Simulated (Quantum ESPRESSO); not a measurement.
**BeS under changes of volume**

One of the cells (14.261 Å³/atom); the others are scaled copies at fixed shape and fractional positions:

```
CELL_PARAMETERS angstrom
0.00000 2.42500 2.42500
2.42500 0.00000 2.42500
2.42500 2.42500 0.00000
ATOMIC_POSITIONS crystal
S 0.75000 0.75000 0.75000
Be 0.00000 0.00000 0.00000
```

- Program: Quantum ESPRESSO 7.5
- Functional: r2SCAN
- Potentials or basis: SG15 PBE 1.2
- Cutoff: 952 eV
- Density cutoff: 3810 eV
- k mesh: 7 × 7 × 7
- Occupations: fermi-dirac, width 0.05 eV
- Spin: no spin polarisation

| volume (Å³/atom) | energy over the lowest point (meV/atom) | pressure (GPa) | gap on the mesh (eV) |
| --- | --- | --- | --- |
| 13.405 | ? | ? | ? |
| 13.690 | 12.58 | 5.7 | 3.65 |
| 13.975 | 4.49 | 3.3 | 3.69 |
| 14.261 | 0.42 | 1.2 | 3.73 |
| 14.546 | 0.00 | -0.8 | 3.77 |
| 14.831 | 2.92 | -2.6 | 3.80 |
| 15.116 | 8.88 | -4.2 | 3.84 |

Question: What does the run at 13.405 Å³/atom give?

Answer: Energy over the lowest point 25.10 meV/atom; pressure 8.3 GPa; gap on the mesh 3.60 eV.

Worked out: A Birch-Murnaghan fit of order 3 (a polynomial in V^(-2/3)) to the other rows has its minimum at 14.44 Å³/atom with B0 = V·E''(V) = 98 GPa and B' = 3.7. It gives 25.06 meV/atom at 13.405 Å³/atom, against the run's 25.10, and -dE/dV = 8.3 GPa, against 8.3. A straight line through the other rows of the gap, of slope 1.9 eV per unit of ln V, extrapolates to 3.61 eV, against the run's 3.60.

Energies are extrapolated to zero smearing.

Caveats: the potentials were made for another functional, which shifts forces and pressure; an odd mesh through Γ misses points on the zone boundary, where band edges often lie.
